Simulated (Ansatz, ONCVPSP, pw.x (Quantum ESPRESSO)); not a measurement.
## What a changed setting does to a pw.x run (fcc I)

Potential: optimised norm-conserving Vanderbilt (ONCV), ONCVPSP 4.0.1.1 (patched build), PBE; core [Ar] 3d10, reference 4s2 4p6 4d10 5s2 5p5; waves: 4s+5s: rc 1.00 bohr, ncon 4, nbas 8, qcut 11.5 1/bohr, 2 projectors; 4p+5p: rc 1.25 bohr, ncon 4, nbas 9, qcut 12.7 1/bohr, 2 projectors; 4d: rc 1.10 bohr, ncon 3, nbas 7, qcut 12.2 1/bohr, 2 projectors, debl 2.8 Ha; local part: polynomial inside 0.90 bohr (lpopt 5, dvloc0 6 Ha); core correction: none.

The reference run (k-mesh 11³, cutoffs 150/600 Ry, Fermi–Dirac 0.01 Ry, mixing_beta 0.4, conv_thr 1e-9, no spin) gives 0.07 GPa at 35.693 Å³/atom, where all-electron LAPW gives -0.05 GPa. This run, with its own iteration cap, changes smearing to mv.

```
&control
  calculation='scf', prefix='x', pseudo_dir='./', outdir='./tmp', tstress=.true., disk_io='none'
/
&system
  ibrav=0, nat=1, ntyp=1, ecutwfc=150, ecutrho=600, nbnd=21,
  occupations='smearing', smearing='mv', degauss=0.01
/
&electrons
  conv_thr=1e-09, mixing_beta=0.4, electron_maxstep=60
/
ATOMIC_SPECIES
I 1.0 I.UPF
CELL_PARAMETERS angstrom
  0.00000000 2.61327042 2.61327042
  2.61327042 0.00000000 2.61327042
  2.61327042 2.61327042 0.00000000
ATOMIC_POSITIONS crystal
I 0.0000 0.0000 0.0000
K_POINTS automatic
11 11 11 0 0 0
```

```bash
pw.x < I.scf.in > I.scf.out
```

**Question.** How does the run end?

**Answer.** It converges in 7 iterations; the free energy moves by +49.7 meV/atom and the pressure by -0.42 GPa. This scheme is built to cancel the term in the square of the width that Fermi–Dirac smearing leaves in the F of a metal.

```
Message from routine setup:
     using ibrav=0 with symmetry is DISCOURAGED, use correct ibrav instead
     lattice parameter (alat)  =       6.9839  a.u.
     unit-cell volume          =     240.8683 (a.u.)^3
     number of electrons       =        25.00
     number of Kohn-Sham states=           21
     kinetic-energy cutoff     =     150.0000  Ry
     charge density cutoff     =     600.0000  Ry
     scf convergence threshold =      1.0E-09
     Exchange-correlation= PBE
     number of k points=    56  Marzari-Vanderbilt smearing, width (Ry)=  0.0100
     iteration #  1     ecut=   150.00 Ry     beta= 0.40
     total energy              =    -594.45583514 Ry
     estimated scf accuracy    <       0.00068926 Ry
     iteration #  2     ecut=   150.00 Ry     beta= 0.40
     total energy              =    -594.45587538 Ry
     estimated scf accuracy    <       0.00014231 Ry
     iteration #  3     ecut=   150.00 Ry     beta= 0.40
     total energy              =    -594.45589353 Ry
     estimated scf accuracy    <       0.00000735 Ry
     iteration #  4     ecut=   150.00 Ry     beta= 0.40
     total energy              =    -594.45589501 Ry
     estimated scf accuracy    <       0.00000031 Ry
     iteration #  5     ecut=   150.00 Ry     beta= 0.40
     total energy              =    -594.45589506 Ry
     estimated scf accuracy    <       0.00000023 Ry
     iteration #  6     ecut=   150.00 Ry     beta= 0.40
     total energy              =    -594.45589510 Ry
     estimated scf accuracy    <          2.4E-09 Ry
     iteration #  7     ecut=   150.00 Ry     beta= 0.40
     the Fermi energy is     8.3655 ev
!    total energy              =    -594.45589510 Ry
     estimated scf accuracy    <          1.6E-11 Ry
     smearing contrib. (-TS)   =       0.00011469 Ry
     The total energy is F=E-TS. E is the sum of the following terms:
     one-electron contribution =    -478.65339930 Ry
     hartree contribution      =     218.19773172 Ry
     xc contribution           =     -43.87004870 Ry
     ewald contribution        =    -290.13029351 Ry
     convergence has been achieved in   7 iterations
          total   stress  (Ry/bohr**3)                   (kbar)     P=       -3.60
     Message from routine punch:
     Nothing written, as per user request (disk_io='none')
```

The run took about 4 min on one core of a shared host (Neoverse-N1, 64 threads, 124 GiB, load 62).
